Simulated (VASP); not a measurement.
Crystal: PbS (Galena).

```
Pb S
1.0
     0.00000    2.96575    2.96575
     2.96575    0.00000    2.96575
     2.96575    2.96575    0.00000
Pb S
1 1
Direct
  0.00000 0.00000 0.00000
  0.50000 0.50000 0.50000
```

- Program: VASP 6.6.1
- Task: relaxation of cell and atoms
- Functional: PBE
- Potentials or basis: VASP PAW PBE potentials, release 64 (Pb_d, S)
- Cutoff: 600 eV
- k mesh: 8 × 8 × 8
- Occupations: gaussian, width 0.03 eV
- Spin: no spin polarisation

At the start: pressure 2.2 GPa; volume 26.09 Å³/atom.

Task: How do energy, volume and symmetry change on relaxing?

Result: Over 3 steps the energy falls by 6.8 meV/atom and the volume is 27.10 Å³/atom (+3.9 %); space group Fm-3m (No. 225, to 0.05 Å).

Step by step:
| step | energy change (eV) | largest force (eV/Å) | pressure (GPa) | volume (Å³) |
| --- | --- | --- | --- | --- |
| 1 | 0.0000 | 0.0000 | 2.21 | 52.17 |
| 2 | -0.0119 | 0.0000 | -0.69 | 54.94 |
| 3 | -0.0135 | 0.0000 | 0.01 | 54.20 |

Final structure:
```
CELL_PARAMETERS angstrom
0.00000 3.00373 3.00373
3.00373 0.00000 3.00373
3.00373 3.00373 0.00000
ATOMIC_POSITIONS crystal
Pb 0.00000 0.00000 0.00000
S 0.50000 0.50000 0.50000
```
